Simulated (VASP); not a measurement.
**LiH in VASP: one cell, several levels of theory**

The task here is to estimate one member of a computed series from the others.

Code: VASP 6.6.1. PAW datasets, plane waves. Note: simulated data, non-magnetic, for a generated structure that need not be the stable one.

**The structure to begin with**

The cell comes from an earlier relaxation with r2SCAN in another program.

Space group F-43m (No. 216), cubic; conventional cell a = 4.290 Å, 9.87 Å³ an atom. Near Li stand 4 H at 1.86 Å; near H stand 4 Li at 1.86 Å.

The structure in full:

```cif
data_structure
_symmetry_space_group_name_H-M 'F-43m'
_symmetry_Int_Tables_number 216
_cell_length_a 4.2902
_cell_length_b 4.2902
_cell_length_c 4.2902
_cell_angle_alpha 90.000
_cell_angle_beta 90.000
_cell_angle_gamma 90.000
_cell_volume 78.97
loop_
_atom_site_label
_atom_site_type_symbol
_atom_site_symmetry_multiplicity
_atom_site_Wyckoff_symbol
_atom_site_fract_x
_atom_site_fract_y
_atom_site_fract_z
_atom_site_occupancy
Li1 Li 4 a 0.00000 0.00000 0.00000 1
H1 H 4 d 0.25000 0.25000 0.75000 1
```

Set-up of the first run:

INCAR reads:

```
ENCUT = 520.000000
SIGMA = 0.020000
EDIFF = 1.00e-07
GGA = PE
PREC = Accurate
IBRION = -1
ISIF = 2
ISMEAR = -1
NBANDS = 9
NELM = 120
NSW = 0
LASPH = .TRUE.
LCHARG = .FALSE.
LWAVE = .FALSE.
LREAL = .FALSE.
```

KPOINTS reads:

```
KPOINTS created by Atomic Simulation Environment
0
Gamma
10 10 10
0 0 0
```

KPOINTS_OPT reads:

```
special points
7
Reciprocal
0.0000000000 0.0000000000 0.0000000000 1
0.5000000000 0.0000000000 0.5000000000 1
0.5000000000 0.2500000000 0.7500000000 1
0.3750000000 0.3750000000 0.7500000000 1
0.5000000000 0.5000000000 0.5000000000 1
0.6250000000 0.2500000000 0.6250000000 1
0.5375000000 0.4250000000 0.5375000000 1
```

POSCAR reads:

```
Li H
 1.0000000000000000
    -0.0000000000000000    2.1451220115935112    2.1451220115935112
     2.1451220115935112   -0.0000000000000000    2.1451220115935112
     2.1451220115935112    2.1451220115935112   -0.0000000000000000
 Li  H
   1   1
Cartesian
 -0.0000000000000000 -0.0000000000000000 -0.0000000000000000
  1.0725610057967556  1.0725610057967556  1.0725610057967556
```

The run uses the recommended PBE PAW datasets (4 valence electrons a neutral cell).

Run with:

```console
$ mpirun -np 1 vasp_std
```

Steps of the session up to this table: PBE at this geometry; r2SCAN; LDA; PBEsol at this geometry; Linear response to a field, PBE.

One table of the session follows, with a row left open; its other results are not shown here.

| level | gap (eV) | pressure (GPa) |
| --- | --- | --- |
| PBE | 4.20 | -0.20 |
| r2SCAN | ? | ? |
| LDA | 3.94 | -2.23 |
| PBEsol | 3.98 | -0.71 |

Q: Estimate the row for r2SCAN from the others.

**Answer.** gap (eV): 4.79; pressure (GPa): -0.21. In the column «gap (eV)» it is the highest.

The pressure is highest with PBE (-0.2 GPa) and lowest with LDA (-2.2 GPa), which orders the cells that they would relax to. A mean ε∞ of 3.3 means a refractive index near 1.80 below the gap.
